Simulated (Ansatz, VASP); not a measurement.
**Sb in VASP and in Ansatz**

INCAR

```
PREC = Accurate ; ENCUT = 520
EDIFF = 1E-7 ; ISMEAR = -1
SIGMA = 0.05 ; LREAL = F
LASPH = T ; NELM = 100
ALGO = Normal ; ISIF = 2
LWAVE = F ; LCHARG = F
GGA = PS ; NBANDS = 12
```

File KPOINTS:

```
regular mesh
0
Gamma
  8 8 8
```

Contents of POSCAR:

```
Sb
1.0
    2.1250856202      1.2269187549      3.7072099901
   -2.1250856202      1.2269187549      3.7072099901
    0.0000000000     -2.4538375098      3.7072099901
Sb
2
Direct
    0.7665100000      0.7665100000      0.7665100000
    0.2334900000      0.2334900000      0.2334900000
```

Contents of input.yaml:

```yaml
crystal:
  lattice:
    - [2.1250856202, 1.2269187549, 3.7072099901]
    - [-2.1250856202, 1.2269187549, 3.7072099901]
    - [0.0, -2.4538375098, 3.7072099901]
  atoms:
    - { symbol: Sb, position: [0.76651, 0.76651, 0.76651] }
    - { symbol: Sb, position: [0.23349, 0.23349, 0.23349] }
hamiltonian:
  xc: pbesol
  pseudopotentials: { kind: paw }
kpoints:
  mp_grid: { grid: [8, 8, 8] }
scf:
  occupations: { method: fermi_dirac, width: 0.05 }
output:
  forces: true
  stress: true
  eigenvalues: true
```

Change from the starting cell: volume scaled by 0.96.

Alike in both runs: task single point; functional PBEsol; k mesh 8 × 8 × 8; occupations fermi-dirac, width 0.05 eV; no spin polarisation.

|  | VASP | Ansatz |
| --- | --- | --- |
| version | VASP 6.6.1 | Ansatz 0.2.0 |
| potentials or method | VASP PAW PBE potentials, release 64 (Sb) | Ansatz PAW |
| plane-wave cutoff (eV) | 520 | 420 |
| valence electrons in the cell | 10 | 30 |

Ansatz gave:

- gap on the k mesh at the Fermi level (eV): none
- pressure (GPa): 2.6
- largest component of the traceless stress (GPa): 0.69
- rms of the force components (eV/Å): 0.190

**Question.** Estimate VASP's values.

**Answer.** gap on the k mesh at the Fermi level (eV): none; pressure (GPa): 2.8; largest component of the traceless stress (GPa): 0.77; rms of the force components (eV/Å): 0.227.

Atom by atom the forces differ by 0.037 eV/Å (rms over components). A gap of «none» marks a metal or a gap that the smearing closes. The functional is the same, so the differences come from potentials, cutoffs and numerics. The two sets of potentials don't hold the same shells in valence.

Caveats: the PAW data sets were made with another functional, which shifts forces and pressure a little (VASP); the PAW data sets come from PBE, with cores solved anew for the run's functional, which leaves a small shift of forces and pressure (Ansatz). Spin-orbit coupling is left out, which matters for the levels of Sb.
